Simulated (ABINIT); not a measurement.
# NaCl (Fm-3m) in ABINIT: further runs, part 2 of 2

ABINIT 10.8.3 (patched build). The steps go on from the part before.

### 4 Band structure, BLYP

Contents of run.abi:

```
# Datasets: ground state, then fixed potential
ndtset 2

# Pseudopotentials
pp_dirpath "./"
pseudos "Cl.GGA_PBE-JTH.xml, Na.GGA_PBE-JTH.xml"

# Structure
acell 3*1.0
rprim
     0.0000000000     5.2800142563     5.2800142563
     5.2800142563     0.0000000000     5.2800142563
     5.2800142563     5.2800142563     0.0000000000
ntypat 2
znucl 17 11
natom 2
typat 1 2
xred
     0.5000000000     0.5000000000     0.5000000000
     0.0000000000     0.0000000000     0.0000000000

# Plane-wave basis
ecut 40.0
pawecutdg 62.0

# Exchange and correlation
ixc -106131

# Bands and occupations
occopt 3
tsmear 0.05 eV

# SCF cycle
nstep 100

# Output
iomode 3
prtwf 0
prteig 0
prtebands 0
enunit 1
prtden1 1
prtvha1 1
prtvclmb1 1
prtpot1 1

# Dataset 1
kptopt1 1
ngkpt1 8 8 8
nshiftk1 1
shiftk1 0.0 0.0 0.0
nband1 12
tolvrs1 1.0e-9

# Dataset 2: bands along G-X-W-K-G-L-U-W-L-K
iscf2 -2
getden2 1
nband2 18
nbdbuf2 4
tolwfr2 1.0e-11
kptopt2 -9
ndivsm2 6
prteig2 1
prtvol2 -3
kptbounds2
     0.0000000000     0.0000000000     0.0000000000
     0.5000000000     0.0000000000     0.5000000000
     0.5000000000     0.2500000000     0.7500000000
     0.3750000000     0.3750000000     0.7500000000
     0.0000000000     0.0000000000     0.0000000000
     0.5000000000     0.5000000000     0.5000000000
     0.6250000000     0.2500000000     0.6250000000
     0.5000000000     0.2500000000     0.7500000000
     0.5000000000     0.5000000000     0.5000000000
     0.3750000000     0.3750000000     0.7500000000
```

Launch:

```bash
> abinit run.abi > log 2>&1
```

Run time: 1.8 min. Hardware: 1 thread of Arm Neoverse V2, shared host; peak memory 0.21 GiB.

The run converged. Its results:

```
Free energy                                           : -1724.9581 eV
Pressure                                              : 2.7 GPa
Band gap on the k mesh                                : 5.25 eV, direct
Band gap along the path                               : 5.25 eV, direct
Valence electrons inside the program's atomic spheres : Cl 4.39; Na 7.62
```

Levels at the corners of the path, in eV from the valence-band top:
| point | band 5 | band 6 | band 7 | band 8 | band 9 | band 10 | band 11 | band 12 |
| --- | --- | --- | --- | --- | --- | --- | --- | --- |
| Γ | -12.71 | 0.00 | 0.00 | 0.00 | 5.25 | 11.16 | 11.16 | 11.16 |
| X | -12.30 | -1.71 | -0.62 | -0.62 | 7.53 | 8.20 | 11.64 | 15.01 |
| W | -12.29 | -1.23 | -1.23 | -0.78 | 8.85 | 9.89 | 9.89 | 11.42 |
| K | -12.29 | -1.45 | -1.16 | -0.51 | 8.27 | 9.16 | 10.80 | 12.81 |
| Γ | -12.71 | 0.00 | 0.00 | 0.00 | 5.25 | 11.16 | 11.16 | 11.16 |
| L | -12.35 | -1.99 | -0.27 | -0.27 | 7.40 | 10.89 | 10.95 | 10.95 |
| U | -12.29 | -1.45 | -1.16 | -0.51 | 8.27 | 9.16 | 10.80 | 12.81 |
| W | -12.29 | -1.23 | -1.23 | -0.78 | 8.85 | 9.89 | 9.89 | 11.42 |
| L | -12.35 | -1.99 | -0.27 | -0.27 | 7.40 | 10.89 | 10.95 | 10.95 |
| K | -12.29 | -1.45 | -1.16 | -0.51 | 8.27 | 9.16 | 10.80 | 12.81 |

Caveat: the PAW data sets were made with another functional, which shifts forces and pressure a little. Expect the measured gap to be larger: semilocal functionals such as BLYP lack the derivative discontinuity.

### 5 Band structure, revPBE

Changes to run.abi since step 4:

```diff
@@ -8,7 +8,7 @@
 # Structure
-acell 3*1.0
+acell 3*1.0 Angstrom
 rprim
-     0.0000000000     5.2800142563     5.2800142563
-     5.2800142563     0.0000000000     5.2800142563
-     5.2800142563     5.2800142563     0.0000000000
+     0.0000000000     2.7940632177     2.7940632177
+     2.7940632177     0.0000000000     2.7940632177
+     2.7940632177     2.7940632177     0.0000000000
 ntypat 2
@@ -26,3 +26,3 @@
 # Exchange and correlation
-ixc -106131
+ixc 14
 
@@ -42,5 +42,2 @@
 prtden1 1
-prtvha1 1
-prtvclmb1 1
-prtpot1 1
```

Potentials or basis: JTH PAW PBE v2.0.

Launch:

```bash
> abinit run.abi > log 2>&1
```

run.abo:

```text
.Version 10.8.3 of ABINIT
 DATASET    1 : space group Fm -3 m (#225); Bravais cF (face-center cubic)
================================================================================
 Values of the parameters that define the memory need for DATASET  1.
     intxc =       0    ionmov =       0      iscf =      17    lmnmax =       8
     lnmax =       4     mgfft =      45  mpssoang =       2    mqgrid =    3001
     natom =       2  nloc_mem =       2    nspden =       1   nspinor =       1
    nsppol =       1      nsym =      48    n1xccc =       1    ntypat =       2
    occopt =       3   xclevel =       2
       mpw =        3584          nfft =       91125          nkpt =          29
 PAW method is used; the additional fine FFT grid is defined by:
   mgfftf=        54    nfftf =    157464
================================================================================
================================================================================

 DATASET    2 : space group Fm -3 m (#225); Bravais cF (face-center cubic)
================================================================================
 Values of the parameters that define the memory need for DATASET  2.
     intxc =       0    ionmov =       0      iscf =      -2    lmnmax =       8
     lnmax =       4     mgfft =      45  mpssoang =       2    mqgrid =    3001
     natom =       2  nloc_mem =       2    nspden =       1   nspinor =       1
    nsppol =       1      nsym =      48    n1xccc =       1    ntypat =       2
    occopt =       3   xclevel =       2
       mpw =        3587          nfft =       91125          nkpt =         103
 PAW method is used; the additional fine FFT grid is defined by:
   mgfftf=        54    nfftf =    157464
================================================================================
================================================================================

--------------------------------------------------------------------------------
------------- Echo of variables that govern the present computation ------------
--------------------------------------------------------------------------------
 -outvars: echo values of preprocessed input variables --------
            acell      1.8897261259E+00  1.8897261259E+00  1.8897261259E+00 Bohr
              amu      3.54527000E+01  2.29897680E+01
             ecut      4.00000000E+01 Hartree
           enunit           1
           getden1          0
[... 1057 lines left out ...]
              =  1.000000000000  1.000000000000  1.000000000000 angstroms
 Eigenvalues (   eV  ) for nkpt= 103  k points:
 kpt#   1, nband= 18, wtk=  1.00000, kpt=  0.0000  0.0000  0.0000 (reduced coord)
 -49.61467  -21.39596  -21.39596  -21.39596  -13.31653   -0.60641   -0.60641   -0.60641
   4.87599   10.64411   10.64411   10.64411   12.74404   12.74404   14.68064   17.09718
  17.09718   17.09718
 kpt#   2, nband= 18, wtk=  1.00000, kpt=  0.0294  0.0000  0.0294 (reduced coord)
 -49.61466  -21.39624  -21.39603  -21.39603  -13.31274   -0.63157   -0.61230   -0.61230
   4.91662   10.58580   10.66513   10.66513   12.68243   12.75572   14.76952   17.12044
  17.12044   17.15117
 kpt#   3, nband= 18, wtk=  1.00000, kpt=  0.0588  0.0000  0.0588 (reduced coord)
 -49.61463  -21.39705  -21.39626  -21.39626  -13.30151   -0.70404   -0.62967   -0.62967
   5.03522   10.42512   10.72777   10.72777   12.50805   12.79064   15.02179   17.19005
  17.19005   17.30510
 kpt#   4, nband= 18, wtk=  1.00000, kpt=  0.0882  0.0000  0.0882 (reduced coord)
 -49.61459  -21.39832  -21.39662  -21.39662  -13.28331   -0.81587   -0.65769   -0.65769
   5.22285   10.19385   10.83085   10.83085   12.24642   12.84839   15.40536   17.30538
  17.30538   17.54022
 kpt#   5, nband= 18, wtk=  1.00000, kpt=  0.1176  0.0000  0.1176 (reduced coord)
[... 381 lines left out ...]
   8.05148    9.09325    9.93072   11.67303   13.74503   14.58347   16.81850   18.32646
  18.61607   19.00129
 kpt# 101, nband= 18, wtk=  1.00000, kpt=  0.4000  0.4000  0.7000 (reduced coord)
 -49.61358  -21.41707  -21.40976  -21.40140  -12.91022   -2.07873   -1.69678   -1.06075
   8.05094    8.97885    9.98401   11.94314   13.52613   14.57806   17.06778   18.27662
  18.54581   19.57063
 kpt# 102, nband= 18, wtk=  1.00000, kpt=  0.3875  0.3875  0.7250 (reduced coord)
 -49.61355  -21.41499  -21.41164  -21.40192  -12.90493   -2.01869   -1.76681   -1.08822
   7.97615    8.84709   10.12855   12.18797   13.40289   14.65160   17.27470   18.09498
  18.19502   20.38906
 kpt# 103, nband= 18, wtk=  1.00000, kpt=  0.3750  0.3750  0.7500 (reduced coord)
 -49.61354  -21.41396  -21.41231  -21.40237  -12.90260   -2.03660   -1.73735   -1.11068
   7.88058    8.69883   10.27963   12.38549   13.40097   14.81650   17.27325   17.79966
  17.99999   21.12859

== END DATASET(S) ==============================================================
================================================================================

 -outvars: echo values of variables after computation  --------
            acell      1.8897261259E+00  1.8897261259E+00  1.8897261259E+00 Bohr
           etotal1    -6.3315842791E+01
            fcart1    -0.0000000000E+00 -0.0000000000E+00 -0.0000000000E+00
                      -0.0000000000E+00 -0.0000000000E+00 -0.0000000000E+00
            rprim      0.0000000000E+00  2.7940632177E+00  2.7940632177E+00
                       2.7940632177E+00  0.0000000000E+00  2.7940632177E+00
                       2.7940632177E+00  2.7940632177E+00  0.0000000000E+00
           strten1    -1.1657417917E-04 -1.1657417917E-04 -1.1657417917E-04
                       0.0000000000E+00  0.0000000000E+00  0.0000000000E+00
           xangst      2.7940632177E+00  2.7940632177E+00  2.7940632177E+00
                       0.0000000000E+00  0.0000000000E+00  0.0000000000E+00
             xred      5.0000000000E-01  5.0000000000E-01  5.0000000000E-01
                       0.0000000000E+00  0.0000000000E+00  0.0000000000E+00
 Calculation completed.
```

It took 1.8 min on 1 thread of Arm Neoverse V2, shared host; peak memory 0.21 GiB.

What came out:

```
Free energy                                           : -1722.9119 eV
Pressure                                              : 3.4 GPa
Band gap on the k mesh                                : 5.48 eV, direct
Band gap along the path                               : 5.48 eV, direct
Valence electrons inside the program's atomic spheres : Cl 4.39; Na 7.63
```

Levels at the corners of the path, in eV from the valence-band top:
| point | band 6 | band 7 | band 8 | band 9 | band 10 | band 11 |
| --- | --- | --- | --- | --- | --- | --- |
| Γ | 0.00 | 0.00 | 0.00 | 5.48 | 11.25 | 11.25 |
| X | -1.69 | -0.61 | -0.61 | 7.83 | 8.26 | 11.76 |
| W | -1.21 | -1.21 | -0.76 | 9.13 | 9.95 | 9.95 |
| K | -1.43 | -1.13 | -0.50 | 8.49 | 9.31 | 10.89 |
| Γ | 0.00 | 0.00 | 0.00 | 5.48 | 11.25 | 11.25 |
| L | -1.95 | -0.27 | -0.27 | 7.53 | 11.10 | 11.10 |
| U | -1.43 | -1.13 | -0.50 | 8.49 | 9.31 | 10.89 |
| W | -1.21 | -1.21 | -0.76 | 9.13 | 9.95 | 9.95 |
| L | -1.95 | -0.27 | -0.27 | 7.53 | 11.10 | 11.10 |
| K | -1.43 | -1.13 | -0.50 | 8.49 | 9.31 | 10.89 |

Caveat: the PAW data sets were made with another functional, which shifts forces and pressure a little.

### 6 Band structure, AM05

Changes to run.abi since step 5:

```diff
@@ -1,5 +1,3 @@
-# Datasets: ground state, then fixed potential
 ndtset 2
 
-# Pseudopotentials
 pp_dirpath "./"
@@ -7,3 +5,2 @@
 
-# Structure
 acell 3*1.0 Angstrom
@@ -21,3 +18,2 @@
 
-# Plane-wave basis
 ecut 40.0
@@ -25,6 +21,4 @@
 
-# Exchange and correlation
-ixc 14
+ixc -120135
 
-# Bands and occupations
 occopt 3
@@ -32,6 +26,4 @@
 
-# SCF cycle
 nstep 100
 
-# Output
 iomode 3
@@ -43,3 +35,2 @@
 
-# Dataset 1
 kptopt1 1
@@ -51,3 +42,2 @@
 
-# Dataset 2: bands along G-X-W-K-G-L-U-W-L-K
 iscf2 -2
@@ -58,5 +48,4 @@
 kptopt2 -9
-ndivsm2 6
+ndivsm2 8
 prteig2 1
-prtvol2 -3
 kptbounds2
```

Potentials or basis: JTH PAW PBE v2.0.

Launch:

```bash
> abinit run.abi > log 2>&1
```

run.abo:

```text
.Version 10.8.3 of ABINIT
 DATASET    1 : space group Fm -3 m (#225); Bravais cF (face-center cubic)
================================================================================
 Values of the parameters that define the memory need for DATASET  1.
     intxc =       0    ionmov =       0      iscf =      17    lmnmax =       8
     lnmax =       4     mgfft =      45  mpssoang =       2    mqgrid =    3001
     natom =       2  nloc_mem =       2    nspden =       1   nspinor =       1
    nsppol =       1      nsym =      48    n1xccc =       1    ntypat =       2
    occopt =       3   xclevel =       2
       mpw =        3584          nfft =       91125          nkpt =          29
 PAW method is used; the additional fine FFT grid is defined by:
   mgfftf=        54    nfftf =    157464
================================================================================
================================================================================

 DATASET    2 : space group Fm -3 m (#225); Bravais cF (face-center cubic)
================================================================================
 Values of the parameters that define the memory need for DATASET  2.
     intxc =       0    ionmov =       0      iscf =      -2    lmnmax =       8
     lnmax =       4     mgfft =      45  mpssoang =       2    mqgrid =    3001
     natom =       2  nloc_mem =       2    nspden =       1   nspinor =       1
    nsppol =       1      nsym =      48    n1xccc =       1    ntypat =       2
    occopt =       3   xclevel =       2
       mpw =        3587          nfft =       91125          nkpt =         139
 PAW method is used; the additional fine FFT grid is defined by:
   mgfftf=        54    nfftf =    157464
[... 1331 lines left out ...]
  16.85162   17.01025
 kpt#   5, nband= 18, wtk=  1.00000, kpt=  0.0870  0.0000  0.0870 (reduced coord)
[... 525 lines left out ...]
   7.76289    8.73162    9.67227   11.66491   13.25256   14.42258   16.88151   18.04686
  18.42458   19.15255
 kpt# 137, nband= 18, wtk=  1.00000, kpt=  0.3929  0.3929  0.7143 (reduced coord)
 -49.17513  -21.40833  -21.40312  -21.39349  -12.91050   -2.15257   -1.85289   -1.15746
   7.72288    8.63922    9.76163   11.84653   13.13937   14.46053   17.05084   17.95015
  18.17045   19.72958
 kpt# 138, nband= 18, wtk=  1.00000, kpt=  0.3839  0.3839  0.7321 (reduced coord)
 -49.17511  -21.40688  -21.40438  -21.39386  -12.90745   -2.13039   -1.87563   -1.17626
   7.66143    8.53562    9.87382   12.00840   13.08377   14.54478   17.17537   17.78676
  17.91778   20.31839
 kpt# 139, nband= 18, wtk=  1.00000, kpt=  0.3750  0.3750  0.7500 (reduced coord)
 -49.17510  -21.40639  -21.40459  -21.39419  -12.90608   -2.15217   -1.84275   -1.19221
   7.59451    8.42627    9.97651   12.14394   13.09298   14.67776   17.15466   17.56749
  17.79520   20.77085

== END DATASET(S) ==============================================================
================================================================================

 -outvars: echo values of variables after computation  --------
            acell      1.8897261259E+00  1.8897261259E+00  1.8897261259E+00 Bohr
           etotal1    -6.3141590476E+01
            fcart1    -0.0000000000E+00 -0.0000000000E+00 -0.0000000000E+00
                      -0.0000000000E+00 -0.0000000000E+00 -0.0000000000E+00
            rprim      0.0000000000E+00  2.7940632177E+00  2.7940632177E+00
                       2.7940632177E+00  0.0000000000E+00  2.7940632177E+00
                       2.7940632177E+00  2.7940632177E+00  0.0000000000E+00
           strten1    -4.7348033956E-05 -4.7348033956E-05 -4.7348033956E-05
                       0.0000000000E+00  0.0000000000E+00  0.0000000000E+00
           xangst      2.7940632177E+00  2.7940632177E+00  2.7940632177E+00
                       0.0000000000E+00  0.0000000000E+00  0.0000000000E+00
             xred      5.0000000000E-01  5.0000000000E-01  5.0000000000E-01
                       0.0000000000E+00  0.0000000000E+00  0.0000000000E+00
 Calculation completed.
```

Run time: 2.3 min. Hardware: 1 thread of Arm Neoverse V2, shared host; peak memory 0.25 GiB.

What came out:

```
Free energy                                           : -1718.1702 eV
Pressure                                              : 1.4 GPa
Band gap on the k mesh                                : 5.22 eV, direct
Band gap along the path                               : 5.22 eV, direct
Valence electrons inside the program's atomic spheres : Cl 4.36; Na 7.62
```

Levels at the corners of the path, in eV from the valence-band top:
| point | band 6 | band 7 | band 8 | band 9 | band 10 | band 11 |
| --- | --- | --- | --- | --- | --- | --- |
| Γ | 0.00 | 0.00 | 0.00 | 5.22 | 11.09 | 11.09 |
| X | -1.75 | -0.63 | -0.63 | 7.62 | 8.02 | 11.50 |
| W | -1.25 | -1.25 | -0.79 | 8.94 | 9.73 | 9.73 |
| K | -1.48 | -1.17 | -0.52 | 8.27 | 9.10 | 10.65 |
| Γ | 0.00 | 0.00 | 0.00 | 5.22 | 11.09 | 11.09 |
| L | -2.01 | -0.27 | -0.27 | 7.27 | 10.89 | 10.93 |
| U | -1.48 | -1.17 | -0.52 | 8.27 | 9.10 | 10.65 |
| W | -1.25 | -1.25 | -0.79 | 8.94 | 9.73 | 9.73 |
| L | -2.01 | -0.27 | -0.27 | 7.27 | 10.89 | 10.93 |
| K | -1.48 | -1.17 | -0.52 | 8.27 | 9.10 | 10.65 |

Caveat: the PAW data sets were made with another functional, which shifts forces and pressure a little. Expect the measured gap to be larger: semilocal functionals such as AM05 lack the derivative discontinuity.

### 7 The runs side by side

| level | gap on the mesh (eV) | pressure (GPa) |
| --- | --- | --- |
| HCTH407 | 6.01 | 4.6 |
| WC | 5.07 | 0.6 |
| BLYP | 5.25 | 2.7 |
| revPBE | 5.48 | 3.4 |
| AM05 | 5.22 | 1.4 |

Alike in all rows: task band structure; potentials or basis JTH PAW PBE v2.0; no spin polarisation; cell as given; k mesh 8 × 8 × 8; cutoff (eV) 1088; smearing fermi-dirac 0.05 eV.

On the cell as given the gap runs from 5.07 eV (WC) to 6.01 eV (HCTH407). The pressure there spans 0.6 GPa (WC) to 4.6 GPa (HCTH407); a positive pressure means that this level wants a larger cell, a negative one a smaller.

Caveats: the PAW data sets were made with another functional, which shifts forces and pressure a little.

Total energies depend on the potentials used, so only differences within one code and one set of settings carry meaning.
